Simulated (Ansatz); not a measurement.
## Al₃Cu under pressure

All numbers below come from Ansatz, DFT r2SCAN, scalar-relativistic, plane waves, PAW. Settings: 500 eV cutoff, 16×16×6 k-mesh, Gaussian smearing of 0.10 eV, no spin polarisation.

Starting point, cell and atoms relaxed:

```
CELL_PARAMETERS angstrom
2.77378 0.00000 0.00000
0.00000 2.77378 0.00000
0.00000 0.00000 7.59186
ATOMIC_POSITIONS crystal
Al 0.00000 0.00000 0.50000
Al 0.50000 0.50000 0.22264
Al 0.50000 0.50000 0.77736
Cu 0.00000 0.00000 0.00000
```

Cell and atoms are relaxed at each pressure within the symmetry of the start, at zero temperature, so transitions that lower the symmetry aren't seen. The k-mesh given is that at zero pressure and may differ at others. a, b and c are the lengths of the cell vectors above.

```
P (GPa) V (Å³/atom) V/V0  a (Å) b (Å) c (Å)
     -3        15.05  1.030  2.801  2.801  7.674
      0        14.60  1.000  2.774  2.774  7.592
      3        14.22  0.974  2.750  2.750  7.519
      8        13.69  0.937  2.717  2.717  7.417
     15        13.08  0.895  2.677  2.677  7.297
     30        12.10  0.829  2.611  2.611  7.097
     60        10.84  0.742  2.519  2.519  6.834
```

(1) What bulk modulus and pressure derivative fit these points?

(2) Which cell vector or vectors give way most up to 60 GPa?

## Answers

(1) A third-order Birch–Murnaghan fit gives B0 = 108 GPa and B0' = 4.2.

(2) c: the changes are a -9.2 %, b -9.2 %, c -10.0 %.